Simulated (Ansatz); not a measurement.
**Lattice dynamics of TiAl (Pm-3m)**

Wanted: phonon frequencies of TiAl (Pm-3m) and what follows from them.

Method: DFT LDA, scalar-relativistic, plane waves, PAW, in Ansatz 0.2.0.

The database entry behind the starting cell lists a temperature of 1381 K, so it need not match the best structure at ambient conditions.

## Step 1: Starting point

It takes space group Pm-3m (No. 221, cubic). The conventional cell has a = 3.018 Å, b = 3.018 Å, c = 3.018 Å, α = 90.00°, β = 90.00°, γ = 90.00°. Nearest to Ti lie 8 Al at 2.61 Å. Nearest to Al lie 8 Ti at 2.61 Å. Farther neighbours are not listed.

## Step 2: Rough relaxation

The start is far from rest, so a relaxation with loose tolerances brings it close first.

File input.yaml:

```yaml
crystal:
  lattice:
    - [3.018, 0.0, 0.0]
    - [0.0, 3.018, 0.0]
    - [0.0, 0.0, 3.018]
  atoms:
    - { symbol: Ti, position: [0.5, 0.5, 0.5] }
    - { symbol: Al, position: [0.0, 0.0, 0.0] }
kpoints:
  mp_grid: { grid: [6, 6, 6] }
hamiltonian:
  xc: lda
scf:
  occupations: { method: gaussian, width: 0.1 }
output:
  forces: true
  stress: true
  eigenvalues: true
relax:
  adjacent_minimum: "off"
  f_tol: 0.05
  max_steps: 80
  cell: { stress_tol: 0.5 }
```

The run is started by

```sh
ansatz run input.yaml --threads 4 --pin off --max-ram 7168MiB --backend cpu --events-out ev --progress --plain --runs-dir out
```

Numbers of over 12 decimals in the logs are rounded to 6 here.

Output:

```text
The last accepted step is kept in <dir> (removed where the run ends without a failure and the disk answers)
Engine: ansatz 0.2.0, aarch64-unknown-linux-gnu
Pseudopotentials: kind: paw
Pseudopotential: Ti, paw, valence charge 12, recommended cutoff 420 eV (normal), Ti.paw.azcp
Pseudopotential: Al, paw, valence charge 3, recommended cutoff 420 eV (normal), Al.paw.azcp
Functional definition: SPW92
  exchange = slater_x
[...]
--- Relaxed structure (2 steps of the walk, 2 accepted, 1 SCFs on fresh bases) ---
  F+E_penalty+E_count = -2963.74472347 eV   max|allowed force component| = 2.095e-30 eV/Å   (the final SCF, on the basis selected at the relaxed cell)
  cell:  # Å, volume = 30.4892 Å³
    - [3.124032, 0, 0]
    - [0, 3.124032, 0]
    - [0, 0, 3.124032]
  atoms:
    - { symbol: Ti, position: [0.5, 0.5, 0.5] }
    - { symbol: Al, position: [0, 0, 0] }
[key lines of the parts left out:]
SCF converged after 6 iterations
Free energy (F): -2963.744723 eV
Fermi energy:    11.881127 eV
P = ⅓ Tr σ = -0.1301 GPa (-1.301 kbar)
```

Run time: 0.75 s. Hardware: 4 threads of Arm Neoverse V2, shared host; peak memory 0.27 GiB; 2.1 s of CPU time.

The steps of the relaxation:

| step | energy less that of the first step (eV) | largest force component (eV/Å) | pressure (GPa) | volume (Å³) |
| --- | --- | --- | --- | --- |
| 1 | 0.0000 | 0.0000 | 15.89 | 27.49 |
| 2 | -0.1328 | 0.0000 | -0.30 | 30.49 |
| 3* | -0.1354 | 0.0000 | -0.13 | 30.49 |

Relaxation steps marked * repeat the geometry before them on a plane-wave basis chosen anew for their cell, so energy and pressure can jump there.

Forces are held to the 48 operations that the run works with; a distortion that breaks them can't arise in this run.

| conventional cell, symmetrised | before | after | change |
| --- | --- | --- | --- |
| a (Å) | 3.018 | 3.124 | +3.5 % |
| b (Å) | 3.018 | 3.124 | +3.5 % |
| c (Å) | 3.018 | 3.124 | +3.5 % |
| volume (Å³/atom) | 13.74 | 15.24 | +10.9 % |

The relaxed structure:

```
Ti Al
1.0
     3.12403    0.00000    0.00000
     0.00000    3.12403    0.00000
     0.00000    0.00000    3.12403
Ti Al
1 1
Direct
  0.50000 0.50000 0.50000
  0.00000 0.00000 0.00000
```

This step gave:

| Quantity | Value |
| --- | --- |
| pressure | -0.1301 GPa |
| volume per atom | 15.24 Å³ |
| gap on the k-mesh | 0 eV |

In this step the volume went from 13.74 to 15.24 Å³/atom.

## Step 3: Bringing the structure to rest

The cell and atoms are relaxed, since residual forces and stress would shift the frequencies.

input.yaml, the sections that differ from step 2:

```yaml
crystal:
  lattice:
    - [3.1240322098, 0.0, 0.0]
    - [0.0, 3.1240322098, 0.0]
    - [0.0, 0.0, 3.1240322098]
  atoms:
    - { symbol: Ti, position: [0.5, 0.5, 0.5] }
    - { symbol: Al, position: [0.0, 0.0, 0.0] }
kpoints:
  mp_grid: { grid: [14, 14, 14] }
relax:
  adjacent_minimum: "off"
  f_tol: 0.005
  max_steps: 80
  cell: { stress_tol: 0.05 }
# hamiltonian, scf, output: as in step 2
```

Output:

```text
[...]
Crystal: 2 atoms, lattice volume = 30.489 Å³
Basis set: ecut = 420 eV, 619 PW (Γ)
Bands: 12, of which v1, the nominal top of the filled ones, is band 8 counted from 1 (7 counted from 0)
Symmetry: 48 space group operations
[...]
k-points: 120 of 2744
[...]
k-point 119: bands = [... 4 lower, 8.6334, 8.6334, 8.6334, 12.7392, 14.8887, 14.8887, 15.0063, 15.0063]
--- Relaxed structure (1 steps of the walk, 1 accepted, 1 SCFs on fresh bases) ---
[...]
cell:  # Å, volume = 30.4892 Å³
    - [3.1240322098, 0.0, 0.0]
    - [0.0, 3.1240322098, 0.0]
    - [0.0, 0.0, 3.1240322098]
  atoms:
    - { symbol: Ti, position: [0.5, 0.5, 0.5] }
    - { symbol: Al, position: [0.0, 0.0, 0.0] }
[key lines of the parts left out:]
SCF converged after 7 iterations
Free energy (F): -2963.744712 eV
Fermi energy:    11.876946 eV
P = ⅓ Tr σ = 0.0379 GPa (0.379 kbar)
```

It took 1.6 s on 4 threads; peak memory 0.34 GiB; 5.3 s of CPU time.

Little changed from the start: no atom moved by 0.005 Å and no cell edge by 0.1 %.

This step gave:

| Item | Value |
| --- | --- |
| pressure | 0.03785 GPa |

In this step the volume went from 15.24 to 15.24 Å³/atom.

## Step 4: Relaxing to small forces for the phonons

Phonons need a cell at rest on their own settings, so the relaxation is repeated with tight tolerances on forces and stress, using the mesh and the filling of the phonon run that follows.

input.yaml, the sections that differ from step 3:

```yaml
kpoints:
  mp_grid: { grid: [16, 16, 16] }
scf:
  occupations: { method: methfessel_paxton, width: 0.2 }
relax:
  adjacent_minimum: "off"
  f_tol: 0.001
  max_steps: 60
  cell: { stress_tol: 0.01 }
# crystal, hamiltonian, output: as in step 3
```

Output:

```text
[...]
Crystal: 2 atoms, lattice volume = 30.489 Å³
Basis set: ecut = 420 eV, 619 PW (Γ)
Bands: 12, of which v1, the nominal top of the filled ones, is band 8 counted from 1 (7 counted from 0)
Symmetry: 48 space group operations
[...]
k-points: 165 of 4096
[...]
k-point 164: bands = [... 4 lower, 8.6310, 8.6310, 8.6310, 12.7342, 14.8850, 14.8850, 15.0034, 15.0034]
--- Relaxed structure (2 steps of the walk, 2 accepted, 1 SCFs on fresh bases) ---
[...]
cell:  # Å, volume = 30.4947 Å³
    - [3.124220, 0.0, 0]
    - [0.0, 3.124220, 0.0]
    - [0, 0.0, 3.124220]
  atoms:
    - { symbol: Ti, position: [0.5, 0.5, 0.5] }
    - { symbol: Al, position: [0, 0, 0] }
[key lines of the parts left out:]
SCF converged after 3 iterations
Free energy (F): -2963.737127 eV
Fermi energy:    11.874417 eV
P = ⅓ Tr σ = -0.0054 GPa (-0.054 kbar)
```

Wall time 2.5 s (4 threads); peak memory 0.36 GiB; 9 s of CPU time.

Little changed from the start: no atom moved by 0.005 Å and no cell edge by 0.1 %.

This step gave:

```yaml
pressure: -0.005368 GPa
volume_per_atom: 15.25 Å³
```

The forces vanish by symmetry and the pressure is -0.005 GPa, within the tolerances set. The cell now holds 15.25 Å³/atom.

## Step 5: Linear response at the zone centre

The zone centre comes first: it holds the modes that light can see, as far as symmetry allows. No field response is asked, since the mesh shows no gap.

input.yaml, the sections that differ from step 4:

```yaml
crystal:
  lattice:
    - [3.1242198621, 0.0, 0.0]
    - [0.0, 3.1242198621, 0.0]
    - [0.0, 0.0, 3.1242198621]
  atoms:
    - { symbol: Ti, position: [0.5, 0.5, 0.5] }
    - { symbol: Al, position: [0.0, 0.0, 0.0] }
output:
  eigenvalues: true
phonons:
  method: dfpt
# kpoints, hamiltonian, scf: as in step 4
# relax: removed
```

Output:

```text
[...]
Crystal: 2 atoms, lattice volume = 30.495 Å³
Basis set: ecut = 420 eV, 619 PW (Γ), exchange–correlation on 48×48×48 points (8 copies of the dense FFT grid, shifted against one another)
Bands: 12, of which v1, the nominal top of the filled ones, is band 8 counted from 1 (7 counted from 0)
Symmetry: 48 space group operations
k-points: 405 of 4096 (irreducible under 8 space group operations, time reversal used)
[...]
SCF iter   1: F=—  HF=-2963.745121 eV  |F-HF|=—  |Δ(HF+E_count)|=         —  Δρ=8.54e-3  dr2=3.36e-2  ethr=1.77e-3  ⟨swp⟩=5.0  Hψ=24959  notcnv=0
[...]
SCF iter   8: F=-2963.737127 eV  HF=-2963.737127 eV  |F-HF|=4.55e-13  |Δ(HF+E_count)|=  1.36e-12  S|Δr|=    0.00e0  Δρ=1.25e-8  dr2=7.43e-14  ethr=1.00e-12  ⟨swp⟩=4.6  Hψ=15030  notcnv=0
[...]
SCF 1 converged in 8 iterations: F = -2963.737127 eV  dr2 = 7.43e-14
[...]
DFPT response loops at Γ: preconditioner auto → Kerker (q_TF=auto, 2.424 Å⁻¹) (partly filled bands, converged f_vac=0.000); β = 1.00, the filter's whole step (`scf.mixing.beta` (0.50) is not read by the response loops under this deck's `scf.mixing.preconditioner`; to damp them name `kerker` or `kerker_dos`, under which they read `scf.mixing.beta`, and type it under 1.00, their step now; both keys bind the ground state too); Broyden in place of MSR1
SCF converged after 8 iterations
[...]
Free energy (F): -2963.737127 eV
[...]
Internal energy: -2963.734004 eV  (E = F + TS)
E sigma→0 (E₀):  -2963.736346 eV
Entropy (-TS):   -0.003122 eV (-1.561 meV/atom)
Fermi energy:    11.874417 eV
[...]
--- Band table (eV; the first three rows and the last of 405) ---
  k-point 0: bands = [... 4 lower, 2.4397, 10.3302, 10.3302, 13.7448, 13.7448, 13.7448, 16.5422, 16.5422]
  k-point 1: bands = [... 4 lower, 2.5050, 10.3038, 10.3600, 13.6278, 13.6278, 13.7531, 16.2658, 16.7047]
  k-point 2: bands = [... 4 lower, 2.6995, 10.1963, 10.4468, 13.3439, 13.3439, 13.7768, 15.6783, 17.1271]
  k-point 404: bands = [... 4 lower, 8.6310, 8.6310, 8.6310, 12.7342, 14.8850, 14.8850, 15.0034, 15.0034]
--- Phonons (Γ-DFPT): 2 representative perturbations + reference, on 405 of 4096 k-points (Σ response iterations 6) ---
  k mesh reduced under 8 symmetry operations, with k and −k counted as one. Each operation leaves every solved perturbation unchanged. A smaller set is not used because it would not reduce the number of displacements times k-points to solve
  ASR residual: 9.259e-6 → 0.000e0 eV/Å²; symmetrization residual: 9.404e-8 eV/Å²
  ASR residual per site (eV/Å²): 9.26e-6 1.02e-6
  Γ frequencies (cm⁻¹): 0.00 0.00 0.00 327.68 327.68 327.68
  non-analytic LO–TO correction: not included (Born effective charges unavailable; polar crystals: no LO–TO splitting at Γ)
```

Wall time 9.2 s (4 threads); peak memory 0.72 GiB.

Numbers from this step:

| Property | Result |
| --- | --- |
| sum-rule residual before enforcement | 9.26e-6 eV/Å² |
| point group | m-3m |
| highest optical mode at the zone centre (no LO-TO term) | 327.7 cm⁻¹ |
| lowest optical zone-centre mode | 327.7 cm⁻¹ |

Patterns of degenerate modes are one choice out of their space. The modes at Γ (shares of kinetic energy by element, %):

| mode | frequency (cm⁻¹) | symmetry | Ti % | Al % |
| --- | --- | --- | --- | --- |
| 1 | 0.0 | acoustic | 64 | 36 |
| 2 | 0.0 | acoustic | 64 | 36 |
| 3 | 0.0 | acoustic | 64 | 36 |
| 4 | 327.7 | T1u | 36 | 64 |
| 5 | 327.7 | T1u | 36 | 64 |
| 6 | 327.7 | T1u | 36 | 64 |

Displacements in mode 4 (327.7 cm⁻¹), the largest set to 1:
```
Ti1  0.00 -0.56  0.00
Al2  0.00  1.00  0.00
```

Before it was imposed, the acoustic sum rule was missed by 9.3e-6 eV/Å². Small misses are needed for a sound result but don't prove that mesh and cutoff are converged. The lowest optical mode is real, 328 cm⁻¹.

[end of part 1 of 2]

[Logs are printed without paths, hosts, clocks, repeated set-up lines and the standing remarks that a program may print on its own settings, such as how far it seeks lower states.]

[Hosts, paths, dates, database ids (printed as entryN), source tags and the programs' standing remarks are cut or masked in the printed files.]
